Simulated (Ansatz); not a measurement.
Crystal: LiCl.

```
Cl Li
1.0
     3.92488    0.00000    0.00000
    -1.96244    3.39905    0.00000
     0.00000    0.00000    6.35716
Cl Li
2 2
Direct
  0.33333 0.66667 0.99898
  0.66667 0.33333 0.49898
  0.33333 0.66667 0.37602
  0.66667 0.33333 0.87602
```

Measurements of this composition are mostly on another form, of space group No. 225.

```yaml
Program: Ansatz 0.2.0
Task: single point
Functional: PBE
Potentials_or_basis: Ansatz PAW
Cutoff: "420 eV (not typed: the program's choice for these potentials)"
k_mesh: 8 × 8 × 4
Occupations: fermi-dirac, width 0.05 eV
Spin: no spin polarisation
```

On this cell: pressure -0.2 GPa; largest force 0.016 eV/Å; band gap on the k mesh 5.94 eV, direct.

The same run follows on a disturbed copy (atoms moved at random, drawn with an rms of 0.05 Å):

```xyz
4
Lattice="3.9249 0.0000 0.0000 -1.9624 3.3990 0.0000 0.0000 0.0000 6.3572" Properties=species:S:1:pos:R:3 pbc="T T T"
Cl   -0.0340    2.3051    6.3653
Cl    1.9596    1.1743    3.1554
Li    0.0097    2.2409    2.4037
Li    1.9444    1.1044    5.5684
```

**Question.** What changes?

**Answer.** The energy moves by +2.6 meV/atom; pressure -0.2 GPa; largest force 0.154 eV/Å; band gap on the k mesh 5.90 eV, direct.

Forces on the atoms (eV/Å):
```
Cl   0.032 -0.138 -0.061
Cl   0.022 -0.123  0.074
Li  -0.035  0.121 -0.026
Li  -0.019  0.140  0.013
```

Stress tensor (GPa, compression positive):
```
-0.08  0.02  0.06
 0.02 -0.08 -0.28
 0.06 -0.28 -0.37
```

A k mesh can miss the band edges.
